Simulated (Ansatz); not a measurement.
# P, before and after

A trial structure of P was built thus: sheets of the As type as a bilayer (elements of the layers in order: P (As type), P (As type)). A sheet's type names the database crystal that the layer was cut from. Lengths were set from tabulated atomic sizes, so they are only a guess.

The sheet is periodic along a and b; c holds vacuum. Symmetry isn't written into the files.

start.cif

```cif
data_structure
_symmetry_space_group_name_H-M 'P 1'
_symmetry_Int_Tables_number 1
_cell_length_a 3.3804
_cell_length_b 3.3804
_cell_length_c 20.0000
_cell_angle_alpha 90.000
_cell_angle_beta 90.000
_cell_angle_gamma 120.000
_cell_volume 197.92
loop_
_atom_site_label
_atom_site_type_symbol
_atom_site_fract_x
_atom_site_fract_y
_atom_site_fract_z
_atom_site_occupancy
P1 P 0.66667 0.33333 0.42125 1
P2 P 0.33333 0.66667 0.36401 1
P3 P 0.66667 0.33333 0.57875 1
P4 P 0.00000 0.00000 0.63599 1
```

Level of theory: DFT PBE+D3(BJ), scalar-relativistic, plane waves, PAW in Ansatz. Cutoff 420 eV, Gaussian smearing, Γ-centred meshes. In-plane cell and atoms relax first on a coarse mesh and then on a converged one. The steps can't lower the symmetry of their start. No spin polarisation.

end.cif

```cif
data_structure
_symmetry_space_group_name_H-M 'P 1'
_symmetry_Int_Tables_number 1
_cell_length_a 3.2507
_cell_length_b 3.2507
_cell_length_c 36.5048
_cell_angle_alpha 90.000
_cell_angle_beta 90.000
_cell_angle_gamma 120.000
_cell_volume 334.07
loop_
_atom_site_label
_atom_site_type_symbol
_atom_site_fract_x
_atom_site_fract_y
_atom_site_fract_z
_atom_site_occupancy
P1 P 0.66667 0.33333 0.22093 1
P2 P 0.33333 0.66667 0.18680 1
P3 P 0.66667 0.33333 0.32694 1
P4 P 0.00000 0.00000 0.36107 1
```

The symmetry stays p-3m1 (No. 72). The area per atom shrinks by 7.5 %, from 2.5 to 2.3 Å². The shortest distance goes from 2.26 Å (P–P) to 2.25 Å (P–P). The energy falls by about 0.10 eV/atom (the start's value is from the coarse mesh). The program sets the height of the box itself, so the height of the cell differs between start and end.

```
Layer group                              : p-3m1 (No. 72)
In-plane cell                            : a = 3.251 Å, b = 3.251 Å, γ = 120.0°
Area per atom                            : 2.29 Å²
Thickness between the outermost nuclei   : 6.36 Å
Energy over the standard state           : +0.140 eV/atom
Gap on the 9×9×1 mesh of the 4-atom cell : 1.51 eV
```

Energies count from the standard state of P at the same level. The references include black phosphorus. So it is a metastable form at best.

The last run used Gaussian smearing of 0.02 eV. Kohn–Sham gaps at this level usually fall short of measured ones. A structure relaxed within its symmetry needn't be a true minimum. In all, the 3 runs took 49 s on 1 thread of Arm Neoverse V1, on a shared host.
